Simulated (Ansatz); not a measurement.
The system is MgB2.

```
Mg B
1.0
     3.08500    0.00000    0.00000
    -1.54250    2.67169    0.00000
     0.00000    0.00000    3.52300
Mg B
1 2
Direct
  0.00000 0.00000 0.00000
  0.66667 0.33333 0.50000
  0.33333 0.66667 0.50000
```

* Program: Ansatz 0.2.0
* Task: relaxation of cell and atoms
* Functional: PBEsol
* Potentials or basis: Ansatz PAW
* Cutoff: 420 eV (not typed: the program's choice for these potentials)
* k mesh: 10 × 10 × 8
* Occupations: fermi-dirac, width 0.05 eV
* Spin: no spin polarisation

At the start: volume 9.68 Å³/atom.

Question: How do energy, volume and symmetry change on relaxing?

Answer: It ends after 4 steps and the volume is 9.47 Å³/atom (-2.1 %); space group P6/mmm (No. 191, to 0.05 Å).

The path:
| step | energy change (eV) | largest force (eV/Å) | volume (Å³) |
| --- | --- | --- | --- |
| 1 | 0.0000 | 0.0000 | 29.04 |
| 2 | -0.0058 | 0.0000 | 28.60 |
| 3 | -0.0066 | 0.0000 | 28.41 |
| 4 | -0.0060 | 0.0000 | 28.41 |

Final structure:
```
CELL_PARAMETERS angstrom
3.06901 0.00000 0.00000
-1.53451 2.65784 0.00000
0.00000 0.00000 3.48329
ATOMIC_POSITIONS crystal
Mg 0.00000 0.00000 0.00000
B 0.66667 0.33333 0.50000
B 0.33333 0.66667 0.50000
```

Caveat: the plane-wave basis is chosen anew once the cell has moved, so the energies of steps on either side of that aren't comparable; the PAW data sets come from PBE, with cores solved anew for the run's functional, which leaves a small shift of forces and pressure.
